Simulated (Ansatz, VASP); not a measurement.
# ZnO (zincite) in two plane-wave programs, part 2 of 2

Wanted: the spread between two codes on one cell, functional and k mesh.

VASP 6.6.1 and Ansatz 0.2.0.

So far. Step 2 (VASP: single point, PBEsol): The run ends at a pressure of -0.79 GPa, with forces up to 0.066 eV/Å. Step 3 (Ansatz: single point, PBEsol): The run ends at a pressure of -1.45 GPa, with forces up to 0.062 eV/Å.

## 6. VASP: relaxation, LDA

Level of this step: LDA; plane waves and PAW (Zn, O) (VASP).

This run makes the geometry at which the two programs are then compared. The cell compared in this pair holds 44.29 Å³, against 47.60 Å³ for the pair before.

Input file INCAR:

```
SYSTEM = ZnO
PREC = Accurate
ENCUT = 560
EDIFF = 1E-07
NELM = 100
ISMEAR = 0
SIGMA = 0.03
LREAL = .FALSE.
ALGO = Normal
GGA = CA
NBANDS = 24
LORBIT = 11
LWAVE = .FALSE.
LCHARG = .FALSE.
KPAR = 8
IBRION = 2
NSW = 50
ISIF = 4
EDIFFG = -0.002
```

Input file POSCAR:

```
ZnO
1.0
    3.1626749132      0.0000000000      0.0000000000
   -1.5813374566      2.7389568188      0.0000000000
    0.0000000000      0.0000000000      5.1126654396
Zn O
2 2
Direct
    0.6666666667      0.3333333333      0.0002913901
    0.3333333333      0.6666666667      0.5002913901
    0.3333333333      0.6666666667      0.8787186099
    0.6666666667      0.3333333333      0.3787186099
```

Input file KPOINTS:

```
Automatic mesh
0
Gamma
9 9 4
0 0 0
```

Potentials, in the order of the species: Zn and O (LDA family, release 64).

On the command line:

```sh
> mpirun -np 8 vasp_std
```

Numbers of over 12 decimals in the logs are rounded to 6 here.

The program printed:

```text
[banner, memory and clock lines left out]
running    8 mpi-ranks, on    1 nodes
[...]
[... a notice as in an earlier step ...]

 LDA part: xc-table for (Slater(with rela. corr.)+CA(PZ))
 , standard interpolation
 POSCAR, INCAR and KPOINTS ok, starting setup
[...]
entering main loop
       N       E                     dE             d eps       ncg     rms          rms(c)
DAV:   1     0.291328213256E+03    0.29133E+03   -0.19718E+04  1776   0.237E+03
DAV:   2     0.388911874514E+01   -0.28744E+03   -0.27223E+03  1896   0.443E+02
DAV:   3    -0.237837812537E+02   -0.27673E+02   -0.27450E+02  1944   0.144E+02
DAV:   4    -0.242301148975E+02   -0.44633E+00   -0.44598E+00  2040   0.189E+01
[...]
DAV:  13    -0.211358942799E+02   -0.21555E-06   -0.18765E-06  2264   0.430E-02    0.106E-02
DAV:  14    -0.211358925822E+02    0.16976E-05   -0.30039E-06  2616   0.269E-02    0.282E-03
DAV:  15    -0.211358925462E+02    0.35982E-07   -0.78798E-07  1808   0.664E-03
   1 F= -.21135893E+02 E0= -.21135893E+02  d E =-.211359E+02
[...]
N       E                     dE             d eps       ncg     rms          rms(c)
DAV:   1    -0.211358925054E+02    0.76790E-07   -0.36612E-04  1744   0.142E-01    0.515E-03
DAV:   2    -0.211358932906E+02   -0.78516E-06   -0.93358E-06  2008   0.285E-02    0.321E-03
DAV:   3    -0.211358932207E+02    0.69875E-07   -0.54517E-08  1232   0.355E-03
   2 F= -.21135893E+02 E0= -.21135893E+02  d E =-.674482E-06
 trial-energy change:   -0.000001  1 .order   -0.000001   -0.000001   -0.000000
 step:   1.0666(harm=  1.0666)  dis= 0.00014  next Energy=   -21.135893 (dE=-0.762E-06)
 reached required accuracy - stopping structural energy minimisation
```

Parts of OUTCAR (step 6):

```text
  Total        1.4618953      1.4618953      1.4652381      0.0000000      0.0000000      0.0000000
  in kB       52.8858789     52.8858789     53.0068105      0.0000000      0.0000000      0.0000000
  external PRESSURE =      52.9261894 kB  Pullay stress =       0.0000000 kB

 POSITION                                       TOTAL-FORCE (eV/Angst)
 -----------------------------------------------------------------------------------
      1.58135      0.91299      0.00162        -0.000000     -0.000000      0.000289
     -0.00000      1.82599      2.55791         0.000000     -0.000000      0.000289
     -0.00000      1.82599      4.49238         0.000000      0.000000     -0.000289
      1.58135      0.91299      1.93610        -0.000000     -0.000000     -0.000289
 -----------------------------------------------------------------------------------
    total drift:                                0.000000      0.000001     -0.000917

  FREE ENERGIE OF THE ION-ELECTRON SYSTEM (eV)
  ---------------------------------------------------
  free  energy   TOTEN  =       -21.1358932207 eV

  energy  without entropy=      -21.1358932207  energy(sigma->0) =      -21.13589322

 reached required accuracy - stopping structural energy minimisation

[... 1 part as in an earlier step ...]

[... 2 further parts left out ...]
[key lines of the parts left out:]
E-fermi :   1.7124
```

## 7. Ansatz: single point, LDA, volume scaled by 0.97

The same cell, functional (in two slightly different forms), mesh and smearing now go to Ansatz, which takes its cutoff from its data sets.

The structure compared here is the end of the VASP relaxation.

Input file input.yaml:

```yaml
crystal:
  lattice:
    - [3.16270343, 0.0, 0.0]
    - [-1.58135172, 2.73898152, 0.0]
    - [0.0, 0.0, 5.11257323]
  atoms:
    - { symbol: Zn, position: [0.66666667, 0.33333333, 0.0003167] }
    - { symbol: Zn, position: [0.33333333, 0.66666667, 0.5003167] }
    - { symbol: O, position: [0.33333333, 0.66666667, 0.8786933] }
    - { symbol: O, position: [0.66666667, 0.33333333, 0.3786933] }
hamiltonian:
  xc: lda
  pseudopotentials: { kind: paw }
kpoints:
  mp_grid: { grid: [9, 9, 4] }
scf:
  occupations: { method: gaussian, width: 0.03 }
  n_extra_bands: 5
output:
  forces: true
  stress: true
  eigenvalues: true
```

On the command line:

```sh
> ansatz run input.yaml --threads 2 --pin off --max-ram 4608MiB --backend cpu --events-out ev --progress --plain --runs-dir out
```

The program printed:

```text
[...]
Crystal: 4 atoms, lattice volume = 44.288 Å³
Basis set: ecut = 420 eV, 845 PW (Γ)
Bands: 23, of which v1, the nominal top of the filled ones, is band 18 counted from 1 (17 counted from 0)
Symmetry: 12 space group operations
[...]
k-points: 36 of 324 (time reversal used)
[...]
k-point 0: bands = [... 14 lower, 7.0207, 7.7963, 7.9101, 7.9101, 8.7461, 13.2871, 16.1801, 21.0161, ... 1 higher]
  k-point 1: bands = [... 14 lower, 7.1527, 7.1527, 7.7817, 7.7817, 9.8869, 12.7455, 16.6626, 20.2935, ... 1 higher]
  k-point 2: bands = [... 14 lower, 7.4687, 7.4687, 7.4687, 7.4687, 11.4504, 11.4504, 18.0576, 18.0576, ... 1 higher]
  k-point 35: bands = [... 14 lower, 4.9531, 4.9531, 6.4900, 6.4900, 15.8603, 15.8603, 16.0939, 16.0939, ... 1 higher]
[key lines of the parts left out:]
SCF converged after 7 iterations
Free energy (F): -7603.927097 eV
Fermi energy:    8.328481 eV
P = ⅓ Tr σ = 3.9067 GPa (39.067 kbar)
```

The job ended after 2.1 s (2 threads of Arm Neoverse V1, shared host; peak memory 0.33 GiB).

The run ends at a pressure of 3.91 GPa, with forces up to 0.0011 eV/Å.

## 8. Comparison

What differs besides the data sets and the points named for the pairs above, as far as they apply: the two LDA forms differ slightly; the cutoff is 420 eV in Ansatz and 560 eV in VASP; VASP's log shows a relativistic correction to its local exchange, Ansatz's none. Total energies have different zeros and are not compared.

The two programs side by side:

| quantity | Ansatz | VASP | difference |
| --- | --- | --- | --- |
| pressure (GPa) | 3.91 | 5.29 | -1.39 |
| pressure without Ansatz's Pulay correction (GPa) | 2.95 | 5.29 | -2.34 |
| gap on the k mesh (eV) | 0.836 | 0.847 | -0.011 |

A gap on the mesh is an upper bound, since the band edges may lie between its points. Ansatz's pressure holds a Pulay correction of 0.96 GPa; VASP's holds none.

## 9. Other set-ups

Further runs change the set-up of one program: Ansatz's method, potentials or start, or VASP's data sets, cutoff or form of LDA. The table gives Ansatz less VASP for each quantity, since a change that brings one quantity closer may part another.

| run | r.m.s. force difference (meV/Å) | pressure (GPa) | gap on the k mesh (eV) | pressure without Ansatz's Pulay correction (GPa) |
| --- | --- | --- | --- | --- |
| as above | 0.79 | -1.4 | -0.011 | -2.3 |
| cores kept as stored | 0.51 | -1.2 | -0.023 | -2.1 |
| Ansatz's all-electron LAPW method | 0.69 | -1.3 | 0.0040 |  |
| Ansatz's larger PAW set (cutoff 900 eV) | 0.69 | -1.3 | 0.0047 | -1.4 |
| norm-conserving potentials (cutoff 1143 eV) | 1.2 | -1.9 | 0.058 |  |

## 10. VASP: relaxation, LDA

This run makes the geometry at which the two programs are then compared. The cell compared in this pair holds 47.03 Å³, against 44.29 Å³ for the pair before.

INCAR is that of step 6.

Input file POSCAR:

```
ZnO
1.0
    3.2265845544      0.0000000000      0.0000000000
   -1.6132922773      2.7943041916      0.0000000000
    0.0000000000      0.0000000000      5.2159794453
Zn O
2 2
Direct
    0.6666666667      0.3333333333      0.0002913901
    0.3333333333      0.6666666667      0.5002913901
    0.3333333333      0.6666666667      0.8787186099
    0.6666666667      0.3333333333      0.3787186099
```

KPOINTS is that of step 6.

On the command line:

```sh
> mpirun -np 8 vasp_std
```

The program printed:

```text
[... set-up lines as in an earlier step ...]
 entering main loop
       N       E                     dE             d eps       ncg     rms          rms(c)
DAV:   1     0.293939767044E+03    0.29394E+03   -0.19604E+04  1736   0.232E+03
DAV:   2     0.516557775256E+01   -0.28877E+03   -0.27321E+03  1880   0.444E+02
DAV:   3    -0.237265867467E+02   -0.28892E+02   -0.28655E+02  2032   0.145E+02
DAV:   4    -0.241982222467E+02   -0.47164E+00   -0.47144E+00  1944   0.196E+01
[...]
DAV:  13    -0.211424605091E+02   -0.24211E-05   -0.94710E-06  2752   0.761E-02    0.123E-02
DAV:  14    -0.211424583655E+02    0.21436E-05   -0.48672E-06  1960   0.196E-02    0.310E-03
DAV:  15    -0.211424583392E+02    0.26272E-07   -0.46435E-07  1864   0.545E-03
   1 F= -.21142458E+02 E0= -.21142458E+02  d E =-.211425E+02
[...]
N       E                     dE             d eps       ncg     rms          rms(c)
DAV:   1    -0.211424604515E+02   -0.20860E-05   -0.40671E-04  1736   0.153E-01    0.113E-02
DAV:   2    -0.211424600559E+02    0.39564E-06   -0.15118E-05  2064   0.450E-02    0.665E-03
DAV:   3    -0.211424590572E+02    0.99872E-06   -0.81629E-07  2264   0.157E-02    0.125E-03
DAV:   4    -0.211424590562E+02    0.95861E-09   -0.33384E-07  1712   0.510E-03
   2 F= -.21142459E+02 E0= -.21142459E+02  d E =-.716977E-06
 trial-energy change:   -0.000001  1 .order   -0.000001   -0.000002    0.000000
 step:   0.8050(harm=  0.8050)  dis= 0.00009  next Energy=   -21.142459 (dE=-0.775E-06)
 reached required accuracy - stopping structural energy minimisation
```

Parts of OUTCAR (step 10):

```text
  Total       -1.3053630     -1.3053630     -1.3102398      0.0000000      0.0000000      0.0000000
  in kB      -44.4722688    -44.4722688    -44.6384159      0.0000000      0.0000000      0.0000000
  external PRESSURE =     -44.5276512 kB  Pullay stress =       0.0000000 kB

 POSITION                                       TOTAL-FORCE (eV/Angst)
 -----------------------------------------------------------------------------------
      1.61323      0.93140      0.00140        -0.000000      0.000000      0.000172
     -0.00000      1.86280      2.60960        -0.000000      0.000000      0.000172
     -0.00000      1.86280      4.58386         0.000000     -0.000000     -0.000172
      1.61323      0.93140      1.97566        -0.000000     -0.000000     -0.000172
 -----------------------------------------------------------------------------------
    total drift:                               -0.000000     -0.000000     -0.000497

  FREE ENERGIE OF THE ION-ELECTRON SYSTEM (eV)
  ---------------------------------------------------
  free  energy   TOTEN  =       -21.1424590562 eV

  energy  without entropy=      -21.1424590562  energy(sigma->0) =      -21.14245906

[... 2 parts as in an earlier step ...]

[... 2 further parts left out ...]
[key lines of the parts left out:]
E-fermi :   1.1511
```

## 11. Ansatz: single point, LDA, volume scaled by 1.03

The same cell, functional (in two slightly different forms), mesh and smearing now go to Ansatz, which takes its cutoff from its data sets.

The structure compared here is the end of the VASP relaxation.

input.yaml, the sections that differ from step 7:

```yaml
crystal:
  lattice:
    - [3.22645708, 0.0, 0.0]
    - [-1.61322854, 2.7941938, 0.0]
    - [0.0, 0.0, 5.2163916]
  atoms:
    - { symbol: Zn, position: [0.66666667, 0.33333333, 0.00026883] }
    - { symbol: Zn, position: [0.33333333, 0.66666667, 0.50026883] }
    - { symbol: O, position: [0.33333333, 0.66666667, 0.87874117] }
    - { symbol: O, position: [0.66666667, 0.33333333, 0.37874117] }
# hamiltonian, kpoints, scf, output: as in step 7
```

On the command line:

```sh
> ansatz run input.yaml --threads 2 --pin off --max-ram 4608MiB --backend cpu --events-out ev --progress --plain --runs-dir out
```

The program printed:

```text
[...]
Crystal: 4 atoms, lattice volume = 47.028 Å³
Basis set: ecut = 420 eV, 941 PW (Γ)
Bands: 23, of which v1, the nominal top of the filled ones, is band 18 counted from 1 (17 counted from 0)
Symmetry: 12 space group operations
[...]
k-points: 36 of 324 (time reversal used)
[...]
k-point 0: bands = [... 14 lower, 6.1436, 6.8644, 6.9587, 6.9587, 7.7012, 12.1115, 15.0317, 19.7600, ... 1 higher]
  k-point 1: bands = [... 14 lower, 6.2650, 6.2650, 6.8422, 6.8422, 8.8420, 11.6000, 15.4992, 19.0570, ... 1 higher]
  k-point 2: bands = [... 14 lower, 6.5552, 6.5552, 6.5552, 6.5552, 10.3571, 10.3571, 16.8691, 16.8691, ... 1 higher]
  k-point 35: bands = [... 14 lower, 4.1913, 4.1913, 5.6631, 5.6631, 14.8233, 14.8233, 14.8617, 14.8617, ... 1 higher]
[key lines of the parts left out:]
SCF converged after 7 iterations
Free energy (F): -7603.909139 eV
Fermi energy:    7.330363 eV
P = ⅓ Tr σ = -5.4868 GPa (-54.868 kbar)
```

The job ended after 2.3 s (2 threads; peak memory 0.33 GiB).

The run ends at a pressure of -5.49 GPa, with forces up to 0.0011 eV/Å.

## 12. Side by side

Both answers:

| quantity | Ansatz | VASP | difference |
| --- | --- | --- | --- |
| pressure (GPa) | -5.49 | -4.45 | -1.03 |
| pressure without Ansatz's Pulay correction (GPa) | -6.40 | -4.45 | -1.95 |
| gap on the k mesh (eV) | 0.743 | 0.750 | -0.007 |

A gap on the mesh is an upper bound, since the band edges may lie between its points. Ansatz's pressure holds a Pulay correction of 0.92 GPa; VASP's holds none.

## 13. Further runs

Further runs change the set-up of one program: Ansatz's method, potentials or start, or VASP's data sets, cutoff or form of LDA. The table gives Ansatz less VASP for each quantity, since a change that brings one quantity closer may part another.

| run | r.m.s. force difference (meV/Å) | pressure (GPa) | gap on the k mesh (eV) | pressure without Ansatz's Pulay correction (GPa) |
| --- | --- | --- | --- | --- |
| as above | 0.75 | -1.0 | -0.0074 | -2.0 |
| cores kept as stored | 0.5 | -0.89 | -0.019 | -1.7 |
| Ansatz's all-electron LAPW method | 0.54 | -1.0 | 0.0040 |  |
| Ansatz's larger PAW set (cutoff 900 eV) | 0.55 | -1.0 | 0.0048 | -1.1 |
| norm-conserving potentials (cutoff 1143 eV) | 1.1 | -1.4 | 0.051 |  |

## 14. Summary of results

```json
{
  "r.m.s. force difference (single point, PBEsol)": "2.5 meV/Å",
  "difference in pressure (single point, PBEsol)": "-0.67 GPa",
  "difference in pressure (single point, LDA, volume scaled by 0.97)": "-1.4 GPa",
  "difference in pressure (single point, LDA, volume scaled by 1.03)": "-1.0 GPa"
}
```

What this shows: The difference in pressure is -1.4 GPa (single point, LDA, volume scaled by 0.97), beyond the 1 GPa picked in this series as the mark of a large difference. Single point, PBEsol, Ansatz's all-electron LAPW method: the difference in gap on the k mesh goes from 0.016 to 0.032 eV. Single point, LDA, volume scaled by 0.97, cores kept as stored: r.m.s. force difference goes from 0.79 to 0.51 meV/Å; the difference in gap on the k mesh goes from -0.011 to -0.023 eV. Single point, LDA, volume scaled by 0.97, Ansatz's all-electron LAPW method: the difference in gap on the k mesh goes from -0.011 to 0.0040 eV. Single point, LDA, volume scaled by 0.97, Ansatz's larger PAW set (cutoff 900 eV): the difference in gap on the k mesh goes from -0.011 to 0.0047 eV; the difference in pressure without Ansatz's Pulay correction goes from -2.3 to -1.4 GPa. Single point, LDA, volume scaled by 1.03, cores kept as stored: r.m.s. force difference goes from 0.75 to 0.5 meV/Å; the difference in gap on the k mesh goes from -0.0074 to -0.019 eV. 2 further runs of this series are not shown here. How closely two codes agree says nothing of how well the functional describes the real material.

[Lines on the potential files, build, host, timing and source positions are cut from VASP's logs without a mark.]

[Logs are printed without paths, hosts, clocks, repeated set-up lines and the standing remarks that a program may print on its own settings, such as how far it seeks lower states.]

[Hosts, paths, dates, database ids (printed as entryN), source tags and the programs' standing remarks are cut or masked in the printed files.]
